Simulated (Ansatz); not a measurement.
## BaTe: energy less free atoms and pressure against volume scale

Results calculated with Ansatz 0.2.0, not measured. Periodic Kohn-Sham DFT of a crystal at fixed atoms, scaled to volume_scale times the given cell; pressure positive in compression, energy less spherical unpolarised free atoms, largest_vzz the field gradient of largest size among the nuclei.

The cell before it is scaled or strained (space group Fm-3m, No. 225):
```
cell vectors (Å)
   0.0000     3.4100     3.4100
   3.4100     0.0000     3.4100
   3.4100     3.4100     0.0000
atoms (fractions of the cell vectors)
Ba  0.00000  0.00000  0.00000
Te  0.50000  0.50000  0.50000
```

Settings of every row: method all-electron LAPW; functional PBE; relativity scalar; k mesh 10x10x10; filling fermi-dirac; smearing width 0.05 eV; basis error target 0.25 meV/atom; nucleus gaussian.

Atom start moment: 0 on all atoms.

Limits: no spin-orbit coupling on heavy atoms.

```
row  volume scale  V (Å³/atom)  energy less free atoms (eV/atom)  pressure (GPa)
  1          0.95       37.669                           -4.2175           6.327
  2         0.975       38.661                                 ?               ?
  3             1       39.652                           -4.2795           3.809
  4         1.025       40.643                           -4.2998           2.767
  5          1.05       41.634                            -4.314           1.844
```

Question: what energy less free atoms and pressure should row 2 give?

Worked fit of energy less free atoms. Take u = (V_r/V)^(2/3) − 1 with V_r = 40.148 Å³ an atom, which is twice the finite (Eulerian) strain; such expansions in the strain, on which the Birch-Murnaghan equation of state is built, carry the rest volume and the bulk modulus. The shown rows have u = 0.04341, 0.00832, -0.00814, -0.02394. Least squares give energy less free atoms = −4.29046 + 1.2312 × u + 10.357 × u² eV/atom; a straight line predicts inner rows, each left out in turn, worse (root mean square 0.0072 against 4.8e-06 eV/atom). All shown rows lie on it to the printed digit. The withheld row has u = 0.02548, so the fit gives −4.29046 + 1.2312 × (0.02548) + 10.357 × (0.02548)² = -4.2524 eV/atom.

The calculation gave -4.2524 eV/atom. The fit meets it to the printed digit.

Worked fit of pressure. Take u = (V_r/V)^(2/3) − 1 with V_r = 40.148 Å³ an atom, which is twice the finite (Eulerian) strain; such expansions in the strain, on which the Birch-Murnaghan equation of state is built, carry the rest volume and the bulk modulus. The shown rows have u = 0.04341, 0.00832, -0.00814, -0.02394. Least squares give pressure = 3.2712 + 63.43 × u + 160.31 × u² GPa; a straight line predicts inner rows, each left out in turn, worse (root mean square 0.11 against 0.003 GPa). The rows lie off it by 0.000, -0.001, 0.001, -0.001. The withheld row has u = 0.02548, so the fit gives 3.2712 + 63.43 × (0.02548) + 160.31 × (0.02548)² = 4.991 GPa.

The calculation gave 4.99 GPa. The fit lies 0.001 GPa (0.022 % of the column's range) above it, one unit of the last digit.
